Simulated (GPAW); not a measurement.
**FeO (Wuestite): band structure with PBEsol+U**

**The experiment to reproduce.**

From “W\"ustite: Electric, thermodynamic and optical properties of FeO”, 2012, arxiv:1203.1201, for a bulk crystal of FeO: band gap 2.4 eV (optical).

The system is FeO (Wuestite).

```
Fe O
1.0
     0.00000    2.15540    2.15540
     2.15540    0.00000    2.15540
     2.15540    2.15540    0.00000
Fe O
1 1
Direct
  0.00000 0.00000 0.00000
  0.50000 0.50000 0.50000
```

| Item | Value |
| --- | --- |
| Program | GPAW 26.7.0 |
| Task | band structure |
| Functional | PBEsol |
| Potentials or basis | PAW data sets generated in the run's folder for this functional |
| Cutoff | 800 eV |
| Basis | pw |
| k mesh | 11 × 11 × 11 |
| Occupations | fermi-dirac, width 0.05 eV |
| Spin | collinear spin, ferromagnetic start |
| Starting moments | [3.0, 0.0] μB |
| Hubbard terms | Fe d U = 1 eV |
| Maxiter | 150 |
| Band path | GXWKGLUWLK,UX |
| Band points | 100 |

The pressure is -6.7 GPa and the band gap along the path is none (metal or under the smearing width). The net moment is 4.00 μB per cell and the site moments are Fe +3.59; O +0.22 μB.

Levels at the corners of the path, in eV from the Fermi level:
Spin up:
```
point  band 6  band 7  band 8  band 9  band 10
    Γ   -4.45   -4.08   -4.08   -4.08    -0.31
    X   -4.06   -3.53   -3.52   -3.52     4.81
    W   -3.66   -3.66   -3.52   -2.33     7.03
    K   -3.65   -3.32   -3.14   -2.27     6.33
    Γ   -4.45   -4.08   -4.08   -4.08    -0.31
    L   -3.79   -3.14   -0.83   -0.83     3.61
    U   -3.65   -3.32   -3.14   -2.27     6.33
    W   -3.66   -3.66   -3.52   -2.33     7.03
    L   -3.79   -3.14   -0.83   -0.83     3.61
    K   -3.65   -3.32   -3.14   -2.27     6.33
    U   -3.65   -3.32   -3.14   -2.27     6.33
    X   -4.06   -3.53   -3.52   -3.52     4.81
```
Spin down:
```csv
point,band 3,band 4,band 5,band 6,band 7,band 8
Γ,-3.55,-3.55,-0.76,-0.76,-0.76,0.35
X,-4.75,-4.75,-2.24,0.81,0.81,0.93
W,-6.46,-5.80,-0.06,-0.06,0.82,1.25
K,-6.45,-5.11,-0.87,0.62,0.71,1.48
Γ,-3.55,-3.55,-0.76,-0.76,-0.76,0.35
L,-5.36,-5.36,0.45,0.45,0.61,2.94
U,-6.45,-5.11,-0.87,0.62,0.71,1.48
W,-6.46,-5.80,-0.06,-0.06,0.82,1.25
L,-5.36,-5.36,0.45,0.45,0.61,2.94
K,-6.45,-5.11,-0.87,0.62,0.71,1.48
U,-6.45,-5.11,-0.87,0.62,0.71,1.48
X,-4.75,-4.75,-2.24,0.81,0.81,0.93
```

Wall time 64 s on 1 thread of Arm Neoverse V2 (shared host), peak memory 0.32 GiB.

A measured gap of FeO is 2.4 eV (optical; quoted in “W\"ustite: Electric, thermodynamic and optical properties of FeO”, 2012, arxiv:1203.1201); the calculated 0.00 eV misses it by -2.40 eV. So large a miss can be the level of theory's own, or it may mean another phase, state or a wrong row. The value is that of PBEsol+U, without temperature or zero-point motion. The run's magnetic order (collinear spin, ferromagnetic start) needn't be the measured crystal's.

Caveat: a cell with one magnetic atom can't hold antiferromagnetic order, which such compounds often take. The state reached can hang on the start; a lower one may exist.
